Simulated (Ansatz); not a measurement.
Crystal: GaAs.

```
Ga As
1.0
     0.00000    2.69589    2.69589
     2.69589    0.00000    2.69589
     2.69589    2.69589    0.00000
Ga As
1 1
Direct
  0.00000 0.00000 0.00000
  0.50000 0.50000 0.50000
```

The cell was built by a generator and needn't be a form met in nature.

| Quantity | Value |
| --- | --- |
| Program | Ansatz 0.2.0 |
| Task | relaxation of cell and atoms |
| Functional | B3LYP |
| Potentials or basis | Ansatz PAW |
| Cutoff | 420 eV (not typed: the program's choice for these potentials) |
| k mesh | 5 × 5 × 5 |
| Occupations | fermi-dirac, width 0.05 eV |
| Spin | no spin polarisation |

At the start: volume 19.59 Å³/atom.

Problem. How do energy, volume and symmetry change on relaxing?

Solution. It ends after 4 steps and the volume is 20.31 Å³/atom (+3.7 %); space group Fm-3m (No. 225, to 0.05 Å).

Step by step:
```tsv
step	energy change (eV)	largest force (eV/Å)	volume (Å³)
1	0.0000	0.0000	39.19
2	-0.0100	0.0000	40.89
3	-0.0105	0.0000	40.62
4	-0.0110	0.0000	40.62
```

Final structure:
```yaml
crystal:
  lattice:
    - [0.00000, 2.72839, 2.72839]
    - [2.72839, 0.00000, 2.72839]
    - [2.72839, 2.72839, 0.00000]
  atoms:
    - { symbol: Ga, position: [0.00000, 0.00000, 0.00000] }
    - { symbol: As, position: [0.50000, 0.50000, 0.50000] }
```

Caveat: the k mesh is coarse (spacing up to 0.40 Å⁻¹), so the values aren't converged, least of all with exact exchange; the plane-wave basis is chosen anew once the cell has moved, so the energies of steps on either side of that aren't comparable; the PAW data sets come from PBE, with cores solved anew for the run's functional, which leaves a small shift of forces and pressure.
